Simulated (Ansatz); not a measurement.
# Pb (Fm-3m) in Ansatz: further runs

One crystal, Pb, is run at these levels: PBE+D3(BJ); tasks: single point, equation of state.

Program: Ansatz 0.2.0. These are calculated values, not measurements. Logs are shortened: lines on timing, memory, paths and dates and some standing lists are left out, and cuts for length are marked.

## 1. The crystal as given

Symmetry: Fm-3m, No. 225, cubic system. Conventional cell: a = 4.950 Å, b = 4.950 Å, c = 4.950 Å, α = 90.00°, β = 90.00°, γ = 90.00°. Around Pb (site symmetry m-3m) lie 12 Pb at 3.50 Å.

## 2. Single point, PBE+D3(BJ), 28.50 Å³/atom (volume scaled by 0.94)

The input, input.yaml:

```yaml
crystal:
  lattice:
    - [0.0, 2.4244952108, 2.4244952108]
    - [2.4244952108, 0.0, 2.4244952108]
    - [2.4244952108, 2.4244952108, 0.0]
  atoms:
    - { symbol: Pb, position: [0.0, 0.0, 0.0] }
hamiltonian:
  xc: pbe
  pseudopotentials: { kind: paw }
  dispersion: d3bj
kpoints:
  mp_grid: { grid: [9, 9, 9] }
scf:
  occupations: { method: fermi_dirac, width: 0.05 }
output:
  forces: true
  stress: true
  eigenvalues: true
```

Potentials or basis: Ansatz PAW.

Launch:

```console
> ansatz run input.yaml --threads 2 --pin off --max-ram 5120MiB --backend cpu --events-out ev --progress --plain --runs-dir out
```

What it wrote:

```text
Warning: RAYON_NUM_THREADS=2 ignored (pool sized by the plan → 2); use --threads N
Engine: ansatz 0.2.0, aarch64-unknown-linux-gnu
Pseudopotentials: kind: paw
Pseudopotential: Pb, paw, valence charge 14, recommended cutoff 420 eV (normal), Pb.paw.azcp
Functional definition: PBE
  parameter kappa = 0.804
  parameter beta = 0.06672455060314922
  exchange = pbe_x(kappa = kappa, mu = beta*pi^2/3)
  correlation = pbe_c(beta = beta)
Crystal: 1 atoms, lattice volume = 28.503 Å³
Basis set: ecut = 420 eV, 537 PW (Γ), exchange–correlation on 48×48×48 points (8 copies of the dense FFT grid, shifted against one another)
Bands: 11, of which v1, the nominal top of the filled ones, is band 7 counted from 1 (6 counted from 0)
Symmetry: 48 space group operations
Space group: Fm-3m (ITA 225), of the structure as read, at distance tolerance 3.1e-5 Å
k-points: 35 of 729
Non-local potential: Pb, projectors of the file, l = 0: 2, l = 1: 2, l = 2: 2, l = 3: 2
PAW form: soft (Blöchl's): semilocal exchange-correlation on the pseudo side does not see the compensation charge
PAW one-centre angular grid: Pb, 590 points (default); XC on 64 Gauss nodes
Initial density: superposition of atomic densities (neutral atoms: chi_scale 0, normalization atom), corrected by the library's trained network
Initial wavefunctions: pseudopotential atomic-orbital guess
Functional: x = pbe(κ = 0.804, μ = 0.2195149727645171), c = pbe(β = 0.06672455060314922)
SCF iter   1: F=—  HF=-11906.812443 eV  |F-HF|=—  |Δ(HF+E_count)|=         —  Δρ=5.72e-4  dr2=5.29e-5  ethr=1.77e-3  ⟨swp⟩=5.9  Hψ=2586  notcnv=0
preconditioner: auto → none  [insulator: Δε(μ)=0.311 eV  Ē_g=20.258 eV  σ=0.050 eV  W_gap=0.52  n_scr=8 (ndim 8)  ℏωp=26.0 eV  f_vac=0.000  D(μ)=0.41/eV (n_scr^D=0)  ε∞_Penn≈2.7]
SCF iter   2: F=—  HF=-11906.812061 eV  |F-HF|=—  |Δ(HF+E_count)|=   3.82e-4  Δρ=5.15e-4  dr2=3.70e-5  ethr=3.78e-7  ⟨swp⟩=2.5  Hψ=1017  notcnv=0
SCF iter   3: F=—  HF=-11906.812060 eV  |F-HF|=—  |Δ(HF+E_count)|=   6.42e-7  Δρ=1.25e-4  dr2=1.82e-6  ethr=2.64e-7  ⟨swp⟩=2.4  Hψ=642  notcnv=0
SCF iter   4: F=—  HF=-11906.812062 eV  |F-HF|=—  |Δ(HF+E_count)|=   1.83e-6  Δρ=3.35e-5  dr2=3.31e-7  ethr=1.30e-8  ⟨swp⟩=2.0  Hψ=446  notcnv=0
iter 5 did not close the SCF: its close was put off for the readings that it lacked (scf_convergence_deferred on its scf_iter line)
SCF iter   5: F=-11906.812062 eV  HF=-11906.812062 eV  |F-HF|=5.50e-9  |Δ(HF+E_count)|=   1.52e-7  Δρ=4.38e-6  dr2=4.34e-9  ethr=2.36e-9  ⟨swp⟩=2.0  Hψ=615  notcnv=0
SCF iter   6: F=-11906.812062 eV  HF=-11906.812062 eV  |F-HF|=2.29e-10  |Δ(HF+E_count)|=   2.32e-9  Δρ=8.56e-7  dr2=1.84e-10  ethr=3.10e-11  ⟨swp⟩=3.3  Hψ=1639  notcnv=0
SCF 1 converged in 6 iterations: F = -11906.812062 eV  dr2 = 1.84e-10
SCF converged after 6 iterations
Free energy (F): -11906.812062 eV
Harris-Foulkes:  -11906.812062 eV  (|F-HF|=2.29e-10)
Internal energy: -11906.808709 eV  (E = F + TS)
E sigma→0 (E₀):  -11906.810386 eV
Entropy (-TS):   -0.003353 eV (-3.353 meV/atom)
Fermi energy:    11.736965 eV
--- Per-component energies (eV) ---
  E_band       = -24.305988
  E_kinetic    = 290.103511
  E_local      = -973.709343  (includes V_loc(G=0)·N_el)
  E_nonlocal   = 349.598274
  E_hartree    = 388.919719
  E_xc         = -221.352146
  E_vxc        = -133.275730  (∫ρ·V_xc dr)
  E_paw        = -10405.634228  (= ΣΔE_a)
  E_vpaw       = -334.861653  (= ΣTr[D̂ρ^β])
  E_aug_tail   = 0.000046  (compensation charges beyond the density's cutoff)
  E_ewald      = -1334.297968
  E_disp       = -0.436574  (pairwise vdW)
  E_smearing   = -0.003353  (= −TS)
  E_closure    = -0.000000  (closes the sum)
  Σ components = -11906.812062   (vs F -11906.812062, Δ=0.00e0)
--- Forces (eV/Å), atoms counted from 1 ---
  atom   1  Pb    -0.00000000     0.00000000    -0.00000000
  max |Σ_I F_I| component: 2.05e-31 eV/Å
--- Stress (GPa, compression-positive) ---
        3.469590       0.000000      -0.000000
       -0.000000       3.469590       0.000000
        0.000000      -0.000000       3.469590
  P = ⅓ Tr σ = 3.4696 GPa (34.696 kbar)
--- Band table (eV; the first three rows and the last of 35) ---
  k-point 0: bands = ["-5.2197", "-5.2197", "-5.2197", "-5.0503", "-5.0503", "-0.2713", "19.8317", "19.8317", "19.8317", "21.6944", "24.0530"]
  k-point 1: bands = ["-5.2213", "-5.2001", "-5.2001", "-5.0506", "-5.0506", "-0.0173", "17.3204", "19.5305", "19.5305", "21.4083", "24.8416"]
  k-point 2: bands = ["-5.2304", "-5.1767", "-5.1767", "-5.0242", "-5.0242", "0.7470", "13.6520", "18.8878", "18.8878", "21.1654", "24.0596"]
  k-point 34: bands = ["-5.2159", "-5.1984", "-5.1011", "-4.9891", "-4.8628", "5.1852", "9.9691", "10.9516", "12.6795", "22.6390", "23.6061"]
```

Run time: 0.41 s. Hardware: 2 threads of Arm Neoverse V2, shared host; peak memory 0.27 GiB.

What came out:

```yaml
Free_energy: -11906.8121 eV
Pressure: 3.5 GPa
Band_gap_on_the_k_mesh: none (metal or under the smearing width)
```

Caveat: pairwise dispersion overbinds metals, which lowers pressure and volume.

## 3. Single point, PBE+D3(BJ), 29.11 Å³/atom (volume scaled by 0.96)

input.yaml: that of step 2 with these lines changed.

```diff
@@ -2,5 +2,5 @@
   lattice:
-    - [0.0, 2.4244952108, 2.4244952108]
-    - [2.4244952108, 0.0, 2.4244952108]
-    - [2.4244952108, 2.4244952108, 0.0]
+    - [0.0, 2.4415696833, 2.4415696833]
+    - [2.4415696833, 0.0, 2.4415696833]
+    - [2.4415696833, 2.4415696833, 0.0]
   atoms:
```

Potentials or basis: Ansatz PAW.

Launch:

```console
> ansatz run input.yaml --threads 2 --pin off --max-ram 5120MiB --backend cpu --events-out ev --progress --plain --runs-dir out
```

It took 0.41 s on 2 threads of Arm Neoverse V2, shared host; peak memory 0.27 GiB.

The run converged. Its results:

- Free energy: -11906.8227 eV
- Pressure: 2.2 GPa
- Band gap on the k mesh: none (metal or under the smearing width)

Caveat: pairwise dispersion overbinds metals, which lowers pressure and volume.

## 4. Single point, PBE+D3(BJ), 29.72 Å³/atom (volume scaled by 0.98)

input.yaml: that of step 3 with these lines changed.

```diff
@@ -2,5 +2,5 @@
   lattice:
-    - [0.0, 2.4415696833, 2.4415696833]
-    - [2.4415696833, 0.0, 2.4415696833]
-    - [2.4415696833, 2.4415696833, 0.0]
+    - [0.0, 2.458408627, 2.458408627]
+    - [2.458408627, 0.0, 2.458408627]
+    - [2.458408627, 2.458408627, 0.0]
   atoms:
@@ -19 +19,5 @@
   eigenvalues: true
+  write_density: true
+  write_potential: true
+  elf: true
+  volumetric_format: npy
```

Launch:

```console
> ansatz run input.yaml --threads 2 --pin off --max-ram 5120MiB --backend cpu --events-out ev --progress --plain --runs-dir out
```

Wall time 0.54 s (2 threads of Arm Neoverse V2, shared host); peak memory 0.27 GiB.

It converged, with:

* Free energy: -11906.8289 eV
* Pressure: 1.1 GPa
* Band gap on the k mesh: none (metal or under the smearing width)

Caveat: pairwise dispersion overbinds metals, which lowers pressure and volume.

## 5. Single point, PBE+D3(BJ), 30.32 Å³/atom

The input, input.yaml:

```yaml
crystal:
  lattice:
    - [0.0, 2.47502, 2.47502]
    - [2.47502, 0.0, 2.47502]
    - [2.47502, 2.47502, 0.0]
  atoms:
    - { symbol: Pb, position: [0.0, 0.0, 0.0] }
hamiltonian:
  xc: pbe
  pseudopotentials: { kind: paw }
  dispersion: d3bj
kpoints:
  mp_grid: { grid: [9, 9, 9] }
scf:
  occupations: { method: fermi_dirac, width: 0.05 }
output:
  forces: true
  stress: true
  eigenvalues: true
```

Launch:

```console
> ansatz run input.yaml --threads 2 --pin off --max-ram 5120MiB --backend cpu --events-out ev --progress --plain --runs-dir out
```

Wall time 0.42 s (2 threads of Arm Neoverse V2, shared host); peak memory 0.26 GiB.

Results (log left out):

- Free energy: -11906.8309 eV
- Pressure: 0.1 GPa
- Band gap on the k mesh: none (metal or under the smearing width)

Caveat: pairwise dispersion overbinds metals, which lowers pressure and volume.

## 6. Single point, PBE+D3(BJ), 30.93 Å³/atom (volume scaled by 1.02)

input.yaml: that of step 5 with these lines changed.

```diff
@@ -2,5 +2,5 @@
   lattice:
-    - [0.0, 2.47502, 2.47502]
-    - [2.47502, 0.0, 2.47502]
-    - [2.47502, 2.47502, 0.0]
+    - [0.0, 2.4914113386, 2.4914113386]
+    - [2.4914113386, 0.0, 2.4914113386]
+    - [2.4914113386, 2.4914113386, 0.0]
   atoms:
@@ -19 +19,5 @@
   eigenvalues: true
+  write_density: true
+  write_potential: true
+  elf: true
+  volumetric_format: npy
```

Potentials or basis: Ansatz PAW.

Launch:

```console
> ansatz run input.yaml --threads 2 --pin off --max-ram 5120MiB --backend cpu --events-out ev --progress --plain --runs-dir out
```

Run time: 0.54 s. Hardware: 2 threads of Arm Neoverse V2, shared host; peak memory 0.27 GiB.

Results (log left out):

```
Free energy            : -11906.8295 eV
Pressure               : -0.8 GPa
Band gap on the k mesh : none (metal or under the smearing width)
```

Caveat: pairwise dispersion overbinds metals, which lowers pressure and volume.

## 7. Single point, PBE+D3(BJ), 31.54 Å³/atom (volume scaled by 1.04)

The input, input.yaml:

```yaml
crystal:
  lattice:
    - [0.0, 2.5075897876, 2.5075897876]
    - [2.5075897876, 0.0, 2.5075897876]
    - [2.5075897876, 2.5075897876, 0.0]
  atoms:
    - { symbol: Pb, position: [0.0, 0.0, 0.0] }
hamiltonian:
  xc: pbe
  pseudopotentials: { kind: paw }
  dispersion: d3bj
kpoints:
  mp_grid: { grid: [9, 9, 9] }
scf:
  occupations: { method: fermi_dirac, width: 0.05 }
output:
  forces: true
  stress: true
  eigenvalues: true
```

Launch:

```console
> ansatz run input.yaml --threads 2 --pin off --max-ram 5120MiB --backend cpu --events-out ev --progress --plain --runs-dir out
```

It took 0.42 s on 2 threads of Arm Neoverse V2, shared host; peak memory 0.27 GiB.

Results (log left out):

```
Free energy            : -11906.8249 eV
Pressure               : -1.6 GPa
Band gap on the k mesh : none (metal or under the smearing width)
```

Caveat: pairwise dispersion overbinds metals, which lowers pressure and volume.

## 8. Single point, PBE+D3(BJ), 32.14 Å³/atom (volume scaled by 1.06)

input.yaml: that of step 7 with these lines changed.

```diff
@@ -2,5 +2,5 @@
   lattice:
-    - [0.0, 2.5075897876, 2.5075897876]
-    - [2.5075897876, 0.0, 2.5075897876]
-    - [2.5075897876, 2.5075897876, 0.0]
+    - [0.0, 2.5235621278, 2.5235621278]
+    - [2.5235621278, 0.0, 2.5235621278]
+    - [2.5235621278, 2.5235621278, 0.0]
   atoms:
```

Launch:

```console
> ansatz run input.yaml --threads 2 --pin off --max-ram 5120MiB --backend cpu --events-out ev --progress --plain --runs-dir out
```

Wall time 0.43 s (2 threads of Arm Neoverse V2, shared host); peak memory 0.27 GiB.

Results (log left out):

| Quantity | Value |
| --- | --- |
| Free energy | -11906.8175 eV |
| Pressure | -2.3 GPa |
| Band gap on the k mesh | none (metal or under the smearing width) |

Caveat: pairwise dispersion overbinds metals, which lowers pressure and volume.

## 9. Equation of state, PBE+D3(BJ)

Potentials or basis: Ansatz PAW.

No new run: the results of the series are fitted here.

What came out:

```
Equilibrium volume                      : 30.36 Å³/atom
Bulk modulus                            : 46 GPa
Pressure derivative of the bulk modulus : 5.4
```

Energy against volume, from the lowest point:
```tsv
volume (Å³/atom)	energy (meV/atom)
28.503	18.89
29.110	8.22
29.716	2.08
30.323	0.00
30.929	1.48
31.535	6.07
32.142	13.41
```

## 10. Comparison with measurements

Step 9. The cell as given is a measured one (30.32 Å³/atom); PBE+D3(BJ) puts the equilibrium volume +0.1 % from it, thermal expansion not counted.
